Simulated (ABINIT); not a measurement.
# InAs (Fm-3m) in ABINIT: convergence with pawecutdg

Aim: find how far pawecutdg must go before the results for InAs settle, at PBE. This setting moves, with any that are tied to it; all else stays.

All numbers are computed with ABINIT 10.8.3 (patched build); they aren't measurements. Logs are shortened: lines on timing, memory, paths and dates and some standing lists are left out, and cuts for length are marked. The log counts tension as positive stress, the text compression.

## 1. The structure

Symmetry: Fm-3m, No. 225, cubic system. The conventional cell has a = 5.755 Å, b = 5.755 Å, c = 5.755 Å, α = 90.00°, β = 90.00°, γ = 90.00°. Around In (site symmetry m-3m) lie 6 As at 2.88 Å. Around As (site symmetry m-3m) lie 6 In at 2.88 Å.

Measurements of this composition are mostly on another form, of space group No. 216.

## 2. With pawecutdg 22.7

run.abi

```
# Pseudopotentials
pp_dirpath "./"
pseudos "In.GGA_PBE-JTH.xml, As.GGA_PBE-JTH.xml"

# Structure
acell 3*1.0
rprim
     0.0000000000     5.4373165373     5.4373165373
     5.4373165373     0.0000000000     5.4373165373
     5.4373165373     5.4373165373     0.0000000000
ntypat 2
znucl 49 33
natom 2
typat 1 2
xcart
     2.8773040000     2.8773040000     2.8773040000
     0.0000000000     0.0000000000     0.0000000000 Angstrom

# Plane-wave basis
ecut 598.650497 eV
pawecutdg 22.7
pawxcdev 0

# k points
kptopt 1
ngkpt 8 8 8
nshiftk 1
shiftk 0.0 0.0 0.0

# Exchange and correlation
ixc 11

# Bands and occupations
nband 18
occopt 4
tsmear 0.00183747

# SCF cycle
nstep 100
tolvrs 1.0e-9

# Output
iomode 3
prtwf 0
prtden 0
prteig 0
prtebands 0
enunit 1
```

Potentials or basis: JTH PAW PBE v2.0.

Launch:

```sh
$ abinit run.abi > log 2>&1
```

Wall time 32 s (1 thread of Intel Xeon Platinum 8488C (Sapphire Rapids), shared host); peak memory 0.12 GiB.

The run converged. Its results:

| Item | Value |
| --- | --- |
| Free energy | -4677.9518 eV |
| Pressure | -0.1 GPa |
| Band gap on the k mesh | none (metal or under the smearing width) |
| Valence electrons inside the program's atomic spheres | In 11.10; As 12.62 |

## 3. With pawecutdg 26.4

run.abi: that of step 2 with these lines changed.

```diff
@@ -20,3 +20,3 @@
 ecut 598.650497 eV
-pawecutdg 22.7
+pawecutdg 26.4
 pawxcdev 0
```

Potentials or basis: JTH PAW PBE v2.0.

Launch:

```sh
$ abinit run.abi > log 2>&1
```

It took 30 s on 1 thread of Intel Xeon Platinum 8488C (Sapphire Rapids), shared host; peak memory 0.12 GiB.

Results (log left out):

```yaml
Free_energy: -4677.9528 eV
Pressure: -0.1 GPa
Band_gap_on_the_k_mesh: none (metal or under the smearing width)
Valence_electrons_inside_the_program's_atomic_spheres: In 11.10; As 12.62
```

## 4. With pawecutdg 33

run.abi: that of step 3 with these lines changed.

```diff
@@ -20,3 +20,3 @@
 ecut 598.650497 eV
-pawecutdg 26.4
+pawecutdg 33.0
 pawxcdev 0
```

Launch:

```sh
$ abinit run.abi > log 2>&1
```

Run time: 32 s. Hardware: 1 thread of Intel Xeon Platinum 8488C (Sapphire Rapids), shared host; peak memory 0.12 GiB.

Results (log left out):

- Free energy: -4677.9519 eV
- Pressure: -0.1 GPa
- Band gap on the k mesh: none (metal or under the smearing width)
- Valence electrons inside the program's atomic spheres: In 11.09; As 12.61

## 5. With pawecutdg 39.6

run.abi: that of step 4 with these lines changed.

```diff
@@ -20,3 +20,3 @@
 ecut 598.650497 eV
-pawecutdg 33.0
+pawecutdg 39.6
 pawxcdev 0
```

Launch:

```sh
$ abinit run.abi > log 2>&1
```

Wall time 32 s (1 thread of Intel Xeon Platinum 8488C (Sapphire Rapids), shared host); peak memory 0.12 GiB.

The run converged. Its results:

```yaml
Free_energy: -4677.9524 eV
Pressure: 0.0 GPa
Band_gap_on_the_k_mesh: none (metal or under the smearing width)
Valence_electrons_inside_the_program's_atomic_spheres: In 11.11; As 12.59
```

## 6. With pawecutdg 48.4

run.abi: that of step 5 with these lines changed.

```diff
@@ -20,3 +20,3 @@
 ecut 598.650497 eV
-pawecutdg 39.6
+pawecutdg 48.4
 pawxcdev 0
```

Potentials or basis: JTH PAW PBE v2.0.

Launch:

```sh
$ abinit run.abi > log 2>&1
```

Run time: 32 s. Hardware: 1 thread of Intel Xeon Platinum 8488C (Sapphire Rapids), shared host; peak memory 0.13 GiB.

Results (log left out):

| Quantity | Value |
| --- | --- |
| Free energy | -4677.9531 eV |
| Pressure | 0.0 GPa |
| Band gap on the k mesh | none (metal or under the smearing width) |
| Valence electrons inside the program's atomic spheres | In 11.10; As 12.62 |

## 7. With pawecutdg 59.4

run.abi: that of step 6 with these lines changed.

```diff
@@ -20,3 +20,3 @@
 ecut 598.650497 eV
-pawecutdg 48.4
+pawecutdg 59.4
 pawxcdev 0
```

Launch:

```sh
$ abinit run.abi > log 2>&1
```

Wall time 32 s (1 thread of Intel Xeon Platinum 8488C (Sapphire Rapids), shared host); peak memory 0.14 GiB.

Results (log left out):

- Free energy: -4677.9531 eV
- Pressure: -0.1 GPa
- Band gap on the k mesh: none (metal or under the smearing width)
- Valence electrons inside the program's atomic spheres: In 11.10; As 12.60

## 8. With pawecutdg 72.6

run.abi: that of step 7 with these lines changed.

```diff
@@ -20,3 +20,3 @@
 ecut 598.650497 eV
-pawecutdg 59.4
+pawecutdg 72.6
 pawxcdev 0
```

Potentials or basis: JTH PAW PBE v2.0.

Launch:

```sh
$ abinit run.abi > log 2>&1
```

run.abo:

```text
.Version 10.8.3 of ABINIT
 Symmetries : space group Fm -3 m (#225); Bravais cF (face-center cubic)
================================================================================
 Values of the parameters that define the memory need of the present run
     intxc =       0    ionmov =       0      iscf =      17    lmnmax =      18
     lnmax =       6     mgfft =      36  mpssoang =       3    mqgrid =    3001
     natom =       2  nloc_mem =       2    nspden =       1   nspinor =       1
    nsppol =       1      nsym =      48    n1xccc =       1    ntypat =       2
    occopt =       4   xclevel =       2
       mpw =        1604          nfft =       46656          nkpt =          29
 PAW method is used; the additional fine FFT grid is defined by:
   mgfftf=        60    nfftf =    216000
================================================================================
================================================================================

--------------------------------------------------------------------------------
------------- Echo of variables that govern the present computation ------------
--------------------------------------------------------------------------------
 -outvars: echo values of preprocessed input variables --------
            acell      1.0000000000E+00  1.0000000000E+00  1.0000000000E+00 Bohr
              amu      1.14820000E+02  7.49215900E+01
             ecut      2.20000000E+01 Hartree
           enunit           1
              ixc          11
         kptrlatt        8    0    0      0    8    0      0    0    8
          kptrlen      6.15162143E+01
            natom           2
            nband          18
            ngfft          36      36      36
          ngfftdg          60      60      60
             nkpt          29
            nstep         100
             nsym          48
           ntypat           2
           occopt           4
        pawecutdg      7.26000000E+01 Hartree
         pawxcdev           0
           prtden           0
        prtebands           0
           prteig           0
            prtwf           0
            rprim      0.0000000000E+00  5.4373165373E+00  5.4373165373E+00
                       5.4373165373E+00  0.0000000000E+00  5.4373165373E+00
                       5.4373165373E+00  5.4373165373E+00  0.0000000000E+00
          spgroup         225
           tolvrs      1.00000000E-09
           tsmear      1.83747000E-03 Hartree
            typat      1  2
           useylm           1
           xangst      2.8773040000E+00  2.8773040000E+00  2.8773040000E+00
                       1.9468250884E-09  1.9468250884E-09  1.9468250884E-09
            xcart      5.4373165410E+00  5.4373165410E+00  5.4373165410E+00
                       3.6789662322E-09  3.6789662322E-09  3.6789662322E-09
             xred      5.0000000034E-01  5.0000000034E-01  5.0000000034E-01
                       3.3830716006E-10  3.3830716006E-10  3.3830716006E-10
            znucl       49.00000   33.00000

================================================================================

[... 125 lines left out ...]

 ----iterations are completed or convergence reached----

 Mean square residual over all n,k,spin=   11.374E-09; max=  31.537E-07
 reduced coordinates (array xred) for    2 atoms
       0.500000000338      0.500000000338      0.500000000338
       0.000000000338      0.000000000338      0.000000000338
 rms dE/dt=  0.0000E+00; max dE/dt=  0.0000E+00; dE/dt below (all hartree)
    1       0.000000000000      0.000000000000      0.000000000000
    2       0.000000000000      0.000000000000      0.000000000000

 cartesian coordinates (angstrom) at end:
    1      2.87730400000000     2.87730400000000     2.87730400000000
    2      0.00000000194683     0.00000000194683     0.00000000194683

 cartesian forces (hartree/bohr) at end:
    1     -0.00000000000000    -0.00000000000000    -0.00000000000000
    2     -0.00000000000000    -0.00000000000000    -0.00000000000000
 frms,max,avg= 0.0000000E+00 0.0000000E+00   0.000E+00  0.000E+00  0.000E+00 h/b

 cartesian forces (eV/Angstrom) at end:
    1     -0.00000000000000    -0.00000000000000    -0.00000000000000
    2     -0.00000000000000    -0.00000000000000    -0.00000000000000
 frms,max,avg= 0.0000000E+00 0.0000000E+00   0.000E+00  0.000E+00  0.000E+00 e/A
 length scales=  1.000000000000  1.000000000000  1.000000000000 bohr
              =  0.529177210544  0.529177210544  0.529177210544 angstroms
 Fermi (or HOMO) energy (eV) =   5.39810   Average Vxc (eV)= -10.01981
 Eigenvalues (   eV  ) for nkpt=  29  k points:
 kpt#   1, nband= 18, wtk=  0.00195, kpt=  0.0000  0.0000  0.0000 (reduced coord)
 -29.74078  -29.74078  -29.73677  -29.73677  -29.73677   -8.85470   -8.85470   -8.83687
  -8.83687   -8.83687   -6.67944    4.75690    5.21606    5.21606    5.21606   12.64115
  12.64116   12.64117
 prteigrs : prtvol=0 or 1, do not print more k-points.

--- !EnergyTerms
iteration_state     : {dtset: 1, }
comment             : Components of total free energy in Hartree
kinetic             :  1.78739832489229E+01
hartree             :  5.26133220979379E+01
xc                  : -9.68564708315653E+00
Ewald energy        : -1.02598012594251E+02
psp_core            :  4.27463340604455E+00
local_psp           : -1.43712193942081E+02
PAW spherical_terms :  9.32226574330191E+00
internal            : -1.71911649123282E+02
'-kT*entropy'       :  4.04412196635376E-05
total_energy        : -1.71911608682062E+02
total_energy_eV     : -4.67795318401554E+03
...

--- !EnergyTermsDC
iteration_state     : {dtset: 1, }
comment             : '"Double-counting" decomposition of free energy'
band_energy         : -1.39764361418964E+01
Ewald energy        : -1.02598012594251E+02
psp_core            :  4.27463340604455E+00
xc_dc               : -5.48309374085765E+01
PAW spherical_terms : -4.78089627462436E+00
internal            : -1.71911649013304E+02
'-kT*entropy'       :  4.04412196635376E-05
total_energy_dc     : -1.71911608572084E+02
total_energy_dc_eV  : -4.67795318102289E+03
...

--- !EnergyTermsWithPAWCore
iteration_state     : {dtset: 1, }
comment             : 'Components of total free energy, including PAW core contributions'
Total energy        : -8.14270298007012E+03
Total energy DC     : -8.14270297996014E+03
Total energy (eV)   : -2.21574235876989E+05
Total energy DC (eV): -2.21574235873996E+05
...

 Cartesian components of stress tensor (hartree/bohr^3)
  sigma(1 1)=  1.00848018E-06  sigma(3 2)=  0.00000000E+00
  sigma(2 2)=  1.00848018E-06  sigma(3 1)=  0.00000000E+00
  sigma(3 3)=  1.00848018E-06  sigma(2 1)=  0.00000000E+00

-Cartesian components of stress tensor (GPa)         [Pressure= -2.9671E-02 GPa]
- sigma(1 1)=  2.96705113E-02  sigma(3 2)=  0.00000000E+00
- sigma(2 2)=  2.96705113E-02  sigma(3 1)=  0.00000000E+00
- sigma(3 3)=  2.96705113E-02  sigma(2 1)=  0.00000000E+00

== END DATASET(S) ==============================================================
================================================================================

 -outvars: echo values of variables after computation  --------
            acell      1.0000000000E+00  1.0000000000E+00  1.0000000000E+00 Bohr
           etotal     -1.7191160857E+02
            fcart     -0.0000000000E+00 -0.0000000000E+00 -0.0000000000E+00
                      -0.0000000000E+00 -0.0000000000E+00 -0.0000000000E+00
            rprim      0.0000000000E+00  5.4373165373E+00  5.4373165373E+00
                       5.4373165373E+00  0.0000000000E+00  5.4373165373E+00
                       5.4373165373E+00  5.4373165373E+00  0.0000000000E+00
           strten      1.0084801823E-06  1.0084801823E-06  1.0084801823E-06
                       0.0000000000E+00  0.0000000000E+00  0.0000000000E+00
           xangst      2.8773040000E+00  2.8773040000E+00  2.8773040000E+00
                       1.9468250884E-09  1.9468250884E-09  1.9468250884E-09
             xred      5.0000000034E-01  5.0000000034E-01  5.0000000034E-01
                       3.3830716006E-10  3.3830716006E-10  3.3830716006E-10
 Calculation completed.
```

Run time: 32 s. Hardware: 1 thread of Intel Xeon Platinum 8488C (Sapphire Rapids), shared host; peak memory 0.16 GiB.

Results:

```yaml
Free_energy: -4677.9532 eV
Pressure: 0.0 GPa
Band_gap_on_the_k_mesh: none (metal or under the smearing width)
Valence_electrons_inside_the_program's_atomic_spheres: In 11.09; As 12.60
```

## 9. Result

```
pawecutdg  energy less the tightest run (meV/atom)  pressure (GPa)  SCF cycles  CPU time (s)  peak memory (GiB)
     22.7                                     0.68           -0.09          13            32               0.12
     26.4                                     0.18           -0.08          12            30               0.12
       33                                     0.63           -0.08          13            32               0.12
     39.6                                     0.39           -0.01          13            32               0.12
     48.4                                     0.04           -0.04          13            32               0.13
     59.4                                     0.05           -0.06          13            32               0.14
     72.6                                     0.00           -0.03          13            32               0.16
```

Against the tightest run, the energy stays within 1 meV/atom from 22.7 on; the pressure stays within 0.1 GPa from 22.7 on. The tightest run that finished is the yardstick and may itself not be fully converged.
